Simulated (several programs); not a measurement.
## SrCl2 (fluorite) from semi-empirical methods to plane-wave DFT

SrCl2 in the fluorite structure, relaxed with r2SCAN in Ansatz, was computed with several methods. Space group Fm-3m (No. 225), cubic; conventional cell a = 6.995 Å, 28.53 Å³ an atom. Sr is surrounded by 8 Cl at 3.03 Å; Cl is surrounded by 4 Sr at 3.03 Å. The values are computed, spin-unpolarised, and not measurements.

```
Sr Cl
1.0
     0.00000    3.49772    3.49772
     3.49772    0.00000    3.49772
     3.49772    3.49772    0.00000
Sr Cl
1 2
Direct
  0.00000 0.00000 0.00000
  0.25000 0.25000 0.25000
  0.75000 0.75000 0.75000
```

Gaps and times are for a single point on this cell; volume and bulk modulus come from each method's own relaxation or energy curve at fixed shape. Times are rough, from shared hosts (Arm Neoverse V2), and each method has its own mesh and cell size. PM6 (MOPAC), PM7 (MOPAC), GFN1-xTB (tblite), GFN2-xTB (tblite) treat a cluster of cells at its zone centre, which samples few k points: where these miss a band edge, the gap comes out too large for that reason alone. Gaps from k meshes are read at a limited set of points (mesh, symmetry points, PBE's band edges), so each method's own least gap may be somewhat smaller. xTB and the PM methods were fitted mostly to molecules, and can miss a solid's gap by electronvolts. Minimal bases can be far off for gaps. Times of the plane-wave ladder aren't listed, since it ran on unlike processors and cards. GLLB-SC's gap includes the derivative discontinuity. G0W0 is at finite bands, cutoff and mesh. d marks a direct gap, i an indirect one (no mark: not told apart), a dash a value that wasn't computed or didn't pass its checks.

```json
{"method": "light PBE (260 eV and a coarse mesh)", "kind": "light plane-wave", "gap (eV)": "5.30 i", "own volume (Å³/atom)": "–", "bulk modulus (GPa)": "–", "atoms computed": "3", "processor time": "0.54 s"}
{"method": "PBE", "kind": "semilocal", "gap (eV)": "5.31 i", "own volume (Å³/atom)": "29.09", "bulk modulus (GPa)": "34", "atoms computed": "3", "processor time": "–"}
{"method": "PBE/SZV (CP2K)", "kind": "small basis", "gap (eV)": "3.93 i", "own volume (Å³/atom)": "–", "bulk modulus (GPa)": "–", "atoms computed": "3", "processor time": "4.2 s"}
{"method": "r2SCAN", "kind": "semilocal", "gap (eV)": "5.94 i", "own volume (Å³/atom)": "28.53", "bulk modulus (GPa)": "38", "atoms computed": "3", "processor time": "–"}
{"method": "GFN2-xTB (tblite)", "kind": "tight binding", "gap (eV)": "3.39", "own volume (Å³/atom)": "–", "bulk modulus (GPa)": "–", "atoms computed": "cluster", "processor time": "7.8 s"}
{"method": "PBE/single zeta (GPAW)", "kind": "small basis", "gap (eV)": "5.21 i", "own volume (Å³/atom)": "–", "bulk modulus (GPa)": "–", "atoms computed": "3", "processor time": "9 s"}
{"method": "PBE/DZVP (CP2K)", "kind": "small basis", "gap (eV)": "5.25 i", "own volume (Å³/atom)": "29.40", "bulk modulus (GPa)": "34", "atoms computed": "3", "processor time": "9.3 s"}
{"method": "GFN1-xTB (tblite)", "kind": "tight binding", "gap (eV)": "4.69", "own volume (Å³/atom)": "–", "bulk modulus (GPa)": "–", "atoms computed": "cluster", "processor time": "9.9 s"}
{"method": "PBE+SOC", "kind": "semilocal", "gap (eV)": "5.31 i", "own volume (Å³/atom)": "–", "bulk modulus (GPa)": "–", "atoms computed": "3", "processor time": "–"}
{"method": "PM6 (MOPAC)", "kind": "semi-empirical", "gap (eV)": "8.56", "own volume (Å³/atom)": "–", "bulk modulus (GPa)": "–", "atoms computed": "cluster", "processor time": "13 s"}
{"method": "PM7 (MOPAC)", "kind": "semi-empirical", "gap (eV)": "10.78", "own volume (Å³/atom)": "–", "bulk modulus (GPa)": "–", "atoms computed": "cluster", "processor time": "14 s"}
{"method": "GLLB-SC (GPAW)", "kind": "model potential", "gap (eV)": "9.29", "own volume (Å³/atom)": "–", "bulk modulus (GPa)": "–", "atoms computed": "3", "processor time": "18 s"}
{"method": "G0W0@r2SCAN (140 eV screening cutoff)", "kind": "many-body", "gap (eV)": "7.78", "own volume (Å³/atom)": "–", "bulk modulus (GPa)": "–", "atoms computed": "3", "processor time": "–"}
{"method": "PBE0", "kind": "hybrid", "gap (eV)": "7.32 i", "own volume (Å³/atom)": "–", "bulk modulus (GPa)": "–", "atoms computed": "3", "processor time": "–"}
{"method": "HSE06", "kind": "hybrid", "gap (eV)": "6.59 i", "own volume (Å³/atom)": "–", "bulk modulus (GPa)": "–", "atoms computed": "3", "processor time": "–"}
{"method": "G0W0@PBE (210 eV screening cutoff)", "kind": "many-body", "gap (eV)": "7.54", "own volume (Å³/atom)": "–", "bulk modulus (GPa)": "–", "atoms computed": "3", "processor time": "–"}
```

Against HSE06 (6.59 eV) and with closed or daggered gaps left aside, the nearest gap at the points sampled is that of r2SCAN (-0.65 eV) and the farthest that of PM7 (MOPAC) (+4.19 eV). HSE06 is only a yardstick of convenience: for gaps this wide it usually falls short of measured ones, so a larger value can be the better one.

Volumes against r2SCAN's: PBE +2.0 %, PBE/DZVP (CP2K) +3.1 %.

Only the rows marked +SOC include spin-orbit coupling.
